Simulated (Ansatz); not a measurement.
# PbS (P-6m2) in Ansatz: convergence with smearing width

Aim: find how far smearing width must go before the results for PbS settle, at PBE. This setting moves, with any that are tied to it; all else stays.

Program: Ansatz 0.2.0. These are calculated values, not measurements. Logs are shortened: lines on timing, memory, paths and dates and some standing lists are left out, and cuts for length are marked.

**1. The crystal as given**

It takes space group P-6m2 (No. 187, hexagonal). Conventional cell: a = 4.090 Å, b = 4.090 Å, c = 3.788 Å, α = 90.00°, β = 90.00°, γ = 120.00°. Around Pb (site symmetry -6m2) lie 6 S at 3.03 Å. S (site symmetry -6m2) is surrounded by 6 Pb at 3.03 Å.

Measurements of this composition are mostly on another form, of space group No. 225.

**2. With smearing width 0.3 eV**

Contents of input.yaml:

```yaml
crystal:
  lattice:
    - [4.0896976867, 0.0, 0.0]
    - [-2.0448488433, 3.5417820905, 0.0]
    - [0.0, 0.0, 3.788167]
  atoms:
    - { symbol: Pb, position: [0.0, 0.0, 0.0] }
    - { symbol: S, position: [0.6666666667, 0.3333333333, 0.5] }
hamiltonian:
  xc: pbe
  pseudopotentials: { kind: nc }
kpoints:
  mp_grid: { grid: [6, 6, 6] }
scf:
  occupations: { method: fermi_dirac, width: 0.3 }
output:
  forces: true
  stress: true
  eigenvalues: true
```

Potentials or basis: Ansatz NC with PseudoDojo standard (PBE files).

Launch:

```sh
$ ansatz run input.yaml --threads 2 --pin off --max-ram 5632MiB --backend cpu --events-out ev --progress --plain --runs-dir out
```

Wall time 8.5 s (2 threads of Intel Xeon at 2.50GHz (Skylake/Cascade Lake), shared host); peak memory 0.34 GiB.

Results:

```
Free energy            : -2555.0078 eV
Pressure               : -0.2 GPa
Band gap on the k mesh : none (metal or under the smearing width)
```

**3. With smearing width 0.2 eV**

input.yaml: that of step 2 with these lines changed.

```diff
@@ -14,3 +14,3 @@
 scf:
-  occupations: { method: fermi_dirac, width: 0.3 }
+  occupations: { method: fermi_dirac, width: 0.2 }
 output:
```

Potentials or basis: Ansatz NC with PseudoDojo standard (PBE files).

Launch:

```sh
$ ansatz run input.yaml --threads 2 --pin off --max-ram 5632MiB --backend cpu --events-out ev --progress --plain --runs-dir out
```

Run time: 8.6 s. Hardware: 2 threads of Intel Xeon at 2.50GHz (Skylake/Cascade Lake), shared host; peak memory 0.34 GiB.

Results:

* Free energy: -2554.9829 eV
* Pressure: -0.2 GPa
* Band gap on the k mesh: none (metal or under the smearing width)

**4. With smearing width 0.15 eV**

input.yaml: that of step 3 with these lines changed.

```diff
@@ -14,3 +14,3 @@
 scf:
-  occupations: { method: fermi_dirac, width: 0.2 }
+  occupations: { method: fermi_dirac, width: 0.15 }
 output:
```

Launch:

```sh
$ ansatz run input.yaml --threads 2 --pin off --max-ram 5632MiB --backend cpu --events-out ev --progress --plain --runs-dir out
```

Wall time 8.4 s (2 threads of Intel Xeon at 2.50GHz (Skylake/Cascade Lake), shared host); peak memory 0.35 GiB.

What came out:

- Free energy: -2554.9773 eV
- Pressure: -0.2 GPa
- Band gap on the k mesh: none (metal or under the smearing width)

**5. With smearing width 0.1 eV**

input.yaml: that of step 4 with these lines changed.

```diff
@@ -14,3 +14,3 @@
 scf:
-  occupations: { method: fermi_dirac, width: 0.15 }
+  occupations: { method: fermi_dirac, width: 0.1 }
 output:
```

Launch:

```sh
$ ansatz run input.yaml --threads 2 --pin off --max-ram 5632MiB --backend cpu --events-out ev --progress --plain --runs-dir out
```

It took 8.8 s on 2 threads of Intel Xeon at 2.50GHz (Skylake/Cascade Lake), shared host; peak memory 0.34 GiB.

Results:

```yaml
Free_energy: -2554.9747 eV
Pressure: -0.2 GPa
Band_gap_on_the_k_mesh: none (metal or under the smearing width)
```

**6. With smearing width 0.05 eV**

input.yaml: that of step 5 with these lines changed.

```diff
@@ -14,3 +14,3 @@
 scf:
-  occupations: { method: fermi_dirac, width: 0.1 }
+  occupations: { method: fermi_dirac, width: 0.05 }
 output:
```

Potentials or basis: Ansatz NC with PseudoDojo standard (PBE files).

Launch:

```sh
$ ansatz run input.yaml --threads 2 --pin off --max-ram 5632MiB --backend cpu --events-out ev --progress --plain --runs-dir out
```

Wall time 9.2 s (2 threads of Intel Xeon at 2.50GHz (Skylake/Cascade Lake), shared host); peak memory 0.34 GiB.

The run converged. Its results:

- Free energy: -2554.9737 eV
- Pressure: -0.2 GPa
- Band gap on the k mesh: none (metal or under the smearing width)

**7. With smearing width 0.025 eV**

input.yaml: that of step 6 with these lines changed.

```diff
@@ -14,3 +14,3 @@
 scf:
-  occupations: { method: fermi_dirac, width: 0.05 }
+  occupations: { method: fermi_dirac, width: 0.025 }
 output:
```

Launch:

```sh
$ ansatz run input.yaml --threads 2 --pin off --max-ram 5632MiB --backend cpu --events-out ev --progress --plain --runs-dir out
```

Wall time 8.3 s (2 threads of Intel Xeon at 2.50GHz (Skylake/Cascade Lake), shared host); peak memory 0.33 GiB.

Results (log left out):

- Free energy: -2554.9734 eV
- Pressure: -0.2 GPa
- Band gap on the k mesh: none (metal or under the smearing width)

**8. With smearing width 0.01 eV**

input.yaml: that of step 7 with these lines changed.

```diff
@@ -14,3 +14,3 @@
 scf:
-  occupations: { method: fermi_dirac, width: 0.025 }
+  occupations: { method: fermi_dirac, width: 0.01 }
 output:
```

Launch:

```sh
$ ansatz run input.yaml --threads 2 --pin off --max-ram 5632MiB --backend cpu --events-out ev --progress --plain --runs-dir out
```

Run time: 7.5 s. Hardware: 2 threads of Intel Xeon at 2.50GHz (Skylake/Cascade Lake), shared host; peak memory 0.33 GiB.

The run converged. Its results:

```
Free energy            : -2554.9733 eV
Pressure               : -0.2 GPa
Band gap on the k mesh : none (metal or under the smearing width)
```

**9. With smearing width 0.005 eV**

input.yaml: that of step 8 with these lines changed.

```diff
@@ -14,3 +14,3 @@
 scf:
-  occupations: { method: fermi_dirac, width: 0.01 }
+  occupations: { method: fermi_dirac, width: 0.005 }
 output:
```

Potentials or basis: Ansatz NC with PseudoDojo standard (PBE files).

Launch:

```sh
$ ansatz run input.yaml --threads 2 --pin off --max-ram 5632MiB --backend cpu --events-out ev --progress --plain --runs-dir out
```

Standard output:

```text
Warning: RAYON_NUM_THREADS=2 ignored (pool sized by the plan → 2); use --threads N
Engine: ansatz 0.2.0, x86_64-unknown-linux-gnu
Pseudopotentials: kind: nc
Pseudopotential: Pb, nc, valence charge 14, recommended cutoff 850 eV (normal), Pb.nc.azcp
Pseudopotential: S, nc, valence charge 6, recommended cutoff 770 eV (normal), S.nc.azcp (PseudoDojo's, or run here from an input of PseudoDojo's: the run reads no file of this project's for it)
Functional definition: PBE
  parameter kappa = 0.804
  parameter beta = 0.06672455060314922
  exchange = pbe_x(kappa = kappa, mu = beta*pi^2/3)
  correlation = pbe_c(beta = beta)
Crystal: 2 atoms, lattice volume = 54.871 Å³
Basis set: ecut = 850 eV, 3139 PW (Γ), exchange–correlation on 80×80×80 points (8 copies of the dense FFT grid, shifted against one another)
Bands: 14, of which v1, the nominal top of the filled ones, is band 10 counted from 1 (9 counted from 0)
Symmetry: 12 space group operations
Space group: P-6m2 (ITA 187), of the structure as read, at distance tolerance 3.8e-5 Å
k-points: 28 of 216 (time reversal used)
Non-local potential: Pb, projectors of the file, l = 0: 3, l = 1: 3, l = 2: 2, l = 3: 1
Non-local potential: S, projectors of the file, l = 0: 2, l = 1: 2, l = 2: 2
Initial density: superposition of atomic densities (chi_scale 0.1, normalization cell, long waves kept (reshape's long-wave potential 0.00 eV rms))
Initial wavefunctions: pseudopotential atomic-orbital guess
Functional: x = pbe(κ = 0.804, μ = 0.2195149727645171), c = pbe(β = 0.06672455060314922)
SCF iter   1: F=—  HF=-2555.351560 eV  |F-HF|=—  |Δ(HF+E_count)|=         —  Δρ=3.25e-2  dr2=1.42e0  ethr=3.10e-3  ⟨swp⟩=16.6  Hψ=5114  notcnv=0
preconditioner: auto → none  [insulator: Δε(μ)=0.388 eV  Ē_g=15.132 eV  σ=0.005 eV  W_gap=1.00  n_scr=8 (ndim 8)  ℏωp=22.4 eV  f_vac=0.000  D(μ)=0.00/eV (n_scr^D=0)  ε∞_Penn≈3.2]
SCF iter   2: F=—  HF=-2555.046940 eV  |F-HF|=—  |Δ(HF+E_count)|=   3.05e-1  Δρ=1.93e-2  dr2=3.03e-1  ethr=3.10e-3  ⟨swp⟩=6.0  Hψ=1414  notcnv=0
SCF iter   3: F=—  HF=-2554.971064 eV  |F-HF|=—  |Δ(HF+E_count)|=   7.59e-2  Δρ=6.19e-3  dr2=1.94e-2  ethr=1.52e-3  ⟨swp⟩=5.3  Hψ=1098  notcnv=0
SCF iter   4: F=—  HF=-2554.973399 eV  |F-HF|=—  |Δ(HF+E_count)|=   2.34e-3  Δρ=1.07e-3  dr2=2.94e-4  ethr=9.72e-5  ⟨swp⟩=4.6  Hψ=1160  notcnv=0
SCF iter   5: F=—  HF=-2554.973258 eV  |F-HF|=—  |Δ(HF+E_count)|=   1.42e-4  Δρ=1.91e-4  dr2=1.30e-5  ethr=1.47e-6  ⟨swp⟩=4.9  Hψ=1343  notcnv=0
SCF iter   6: F=—  HF=-2554.973271 eV  |F-HF|=—  |Δ(HF+E_count)|=   1.32e-5  Δρ=9.45e-5  dr2=2.42e-6  ethr=6.49e-8  ⟨swp⟩=4.3  Hψ=1119  notcnv=0
SCF iter   7: F=-2554.973270 eV  HF=-2554.973270 eV  |F-HF|=2.49e-8  |Δ(HF+E_count)|=   4.18e-7  Δρ=8.20e-6  dr2=2.20e-8  ethr=5.00e-10  ⟨swp⟩=11.7  Hψ=3918  notcnv=0
SCF 1 converged in 7 iterations: F = -2554.973270 eV  dr2 = 2.20e-8
SCF converged after 7 iterations
Free energy (F): -2554.973270 eV
Harris-Foulkes:  -2554.973270 eV  (|F-HF|=2.49e-8)
Internal energy: -2554.973270 eV  (E = F + TS)
E sigma→0 (E₀):  -2554.973270 eV
Entropy (-TS):   -0.000000 eV (-0.000 meV/atom)
Fermi energy:    7.989151 eV
--- Per-component energies (eV) ---
  E_band       = -63.084566
  E_kinetic    = 1080.415422
  E_local      = -1348.311222  (includes V_loc(G=0)·N_el)
  E_nonlocal   = -265.853101
  E_hartree    = 436.528582
  E_xc         = -977.810403
  E_vxc        = -402.391006  (∫ρ·V_xc dr)
  E_ewald      = -1479.942547
  E_smearing   = -0.000000  (= −TS)
  E_closure    = 0.000000  (closes the sum)
  Σ components = -2554.973270   (vs F -2554.973270, Δ=0.00e0)
--- Forces (eV/Å), atoms counted from 1 ---
  atom   1  Pb     0.00000000     0.00000000     0.00000000
  atom   2  S     -0.00000000     0.00000000    -0.00000000
  max |Σ_I F_I| component: 1.30e-16 eV/Å
--- Stress (GPa, compression-positive) ---
       -0.233334      -0.000000       0.000000
       -0.000000      -0.233334      -0.000000
        0.000000      -0.000000      -0.042444
  P = ⅓ Tr σ = -0.1697 GPa (-1.697 kbar)
--- Band table (eV; the first three rows and the last of 28) ---
  k-point 0: bands = ["-8.9765", "-8.9520", "-8.9520", "-8.8537", "-8.8537", "-5.2326", "1.4721", "5.7699", "6.2417", "6.2417", "11.3906", "11.3906", "13.1858", "14.4329"]
  k-point 1: bands = ["-8.9499", "-8.9499", "-8.9466", "-8.8651", "-8.8651", "-5.0290", "0.8493", "6.0986", "6.3738", "6.3738", "11.5108", "11.5108", "12.3473", "14.9925"]
  k-point 2: bands = ["-8.9457", "-8.9457", "-8.8878", "-8.8878", "-8.8874", "-4.5061", "-0.3632", "6.6617", "6.6617", "6.9474", "10.3021", "11.7306", "11.7306", "16.0383"]
  k-point 27: bands = ["-8.9804", "-8.9288", "-8.9226", "-8.9100", "-8.8157", "-3.4292", "0.8493", "3.8220", "3.9859", "5.6241", "7.6121", "12.1093", "13.7561", "15.6116"]
```

It took 7.6 s on 2 threads of Intel Xeon at 2.50GHz (Skylake/Cascade Lake), shared host; peak memory 0.33 GiB.

What came out:

- Free energy: -2554.9733 eV
- Pressure: -0.2 GPa

**10. Summary**

```tsv
smearing width	energy less the tightest run, at zero smearing (meV/atom)	pressure (GPa)	SCF cycles	CPU time (s)	peak memory (GiB)
0.3 eV	9.96	-0.24	7	16	0.34
0.2 eV	2.72	-0.18	8	16	0.34
0.15 eV	0.89	-0.16	8	16	0.35
0.1 eV	0.04	-0.16	7	17	0.34
0.05 eV	-0.02	-0.17	7	18	0.34
0.025 eV	0.02	-0.17	7	15	0.33
0.01 eV	0.00	-0.17	7	14	0.33
0.005 eV	0.00	-0.17	7	15	0.33
```

Against the tightest run, the energy stays within 1 meV/atom from 0.15 eV on; the pressure stays within 0.1 GPa from 0.3 eV on. Narrower smearing needs a denser k mesh, so at a fixed mesh the narrowest width isn't the most accurate. The tightest run that finished is the yardstick and may itself not be fully converged.
